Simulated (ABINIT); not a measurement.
Runs of ABINIT 10.8.3 (patched build) on KBr. The structure is cubic, space group Fm-3m (No. 225). Conventional cell: a = 6.600 Å, b = 6.600 Å, c = 6.600 Å, α = 90.00°, β = 90.00°, γ = 90.00°. Br (site symmetry m-3m) is surrounded by 6 K at 3.30 Å. Around K (site symmetry m-3m) lie 6 Br at 3.30 Å. 

```tsv
task	level	potentials or basis	spin	k mesh	cutoff (eV)	fine-grid cutoff	gap on the mesh (eV)	pressure (GPa)	V0 of scaled cells (Å³/atom)	B0 (GPa)
band structure	PW91	JTH PAW PBE v2.0	off	7 × 7 × 7	435	870.764 eV	(c)	0.6	-	-
band structure	PBEsol	PseudoDojo NC SR PBEsol v0.4 stringent	off	7 × 7 × 7	1034	-	4.28	-0.3	-	-
single point	PBEsol	JTH PAW PBE v2.0	off	9 × 9 × 9	435	870.764 eV	4.28	-0.3	-	-
equation of state	BP86	JTH PAW PBE v2.0	off	7 × 7 × 7	435	870.764 eV	-	-	37.85	13
band structure	LDA	JTH PAW LDA v2.0	off	7 × 7 × 7	544	1088.46 eV	(a)	-1.6	-	-
band structure	HCTH407	JTH PAW PBE v2.0	SOC, no magnetisation	7 × 7 × 7	435	870.764 eV	4.85	2.7	-	-
equation of state	revPBE+D3(BJ)	JTH PAW PBE v2.0	off	7 × 7 × 7	435	870.764 eV	-	-	(b)	14
```

Alike in all rows: cell as given; smearing fermi-dirac 0.05 eV.

Problem. Fill in the values left out.

Solution. (a) 4.03; (b) 36.34; (c) 4.45.

Caveats: the PAW data sets were made with another functional, which shifts forces and pressure a little (some runs); pressures at fixed basis lie under the slope of the energies (some runs); an odd mesh through Γ misses points on the zone boundary, where band edges often lie (some runs).

A k mesh can miss the band edges, and rows without SOC leave out spin-orbit coupling on Br.

The runs don't all hold the same shells in valence.

Runs at the PBE level aren't shown here.
